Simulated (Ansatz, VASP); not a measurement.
# AlN: VASP beside Ansatz

File INCAR:

```
PREC = Accurate ; ENCUT = 520
EDIFF = 1E-6 ; ISMEAR = 0
SIGMA = 0.02 ; LREAL = F
LASPH = T ; NELM = 80
ALGO = Normal ; ISIF = 2
LWAVE = F ; LCHARG = F
GGA = PS ; NBANDS = 11
```

File KPOINTS:

```
Automatic mesh
0
Gamma
  10 10 10
```

The input POSCAR:

```
AlN
1.0
    0.0000000000      2.1839935596      2.1839935596
    2.1839935596      0.0000000000      2.1839935596
    2.1839935596      2.1839935596      0.0000000000
Al N
1 1
Direct
    0.0000000000      0.0000000000      0.0000000000
    0.6984888591      0.8015111409      0.8015111409
```

Input for Ansatz:

```yaml
crystal:
  lattice:
    - [0.0, 2.1839935596, 2.1839935596]
    - [2.1839935596, 0.0, 2.1839935596]
    - [2.1839935596, 2.1839935596, 0.0]
  atoms:
    - { symbol: Al, position: [0.0, 0.0, 0.0] }
    - { symbol: "N", position: [0.6984888591, 0.8015111409, 0.8015111409] }
basis:
  ecutwfc: 420
kpoints:
  mp_grid: { grid: [10, 10, 10] }
hamiltonian:
  xc: pbesol
scf:
  occupations: { method: gaussian, width: 0.02 }
output:
  forces: true
  stress: true
  eigenvalues: true
  populations: true
```

Change from the starting cell: one atom moved.

Alike in both runs: task single point; functional PBEsol; k mesh 10 × 10 × 10; occupations gaussian, width 0.02 eV; no spin polarisation.

|  | VASP | Ansatz |
| --- | --- | --- |
| version | VASP 6.6.1 | Ansatz 0.2.0 |
| potentials or method | VASP PAW PBE potentials, release 64 (Al, N) | scalar-relativistic, plane waves, PAW |
| plane-wave cutoff (eV) | 520 | 420 |
| valence electrons in the cell | 8 | 8 |

VASP gave:

```
gap on the k mesh at the Fermi level (eV)       : 2.63
least direct gap on the mesh (eV)               : 3.50
pressure (GPa)                                  : 7.6
largest component of the traceless stress (GPa) : 17.40
rms of the force components (eV/Å)              : 1.811
```

Task: What did Ansatz give for the same quantities?

Result: gap on the k mesh at the Fermi level (eV): 2.64; least direct gap on the mesh (eV): 3.49; pressure (GPa): 7.4; largest component of the traceless stress (GPa): 17.04; rms of the force components (eV/Å): 1.792.

Atom by atom the forces differ by 0.019 eV/Å (rms over components).

Caveats: the PAW data sets were made with another functional, which shifts forces and pressure a little (VASP). A k mesh can miss the band edges.
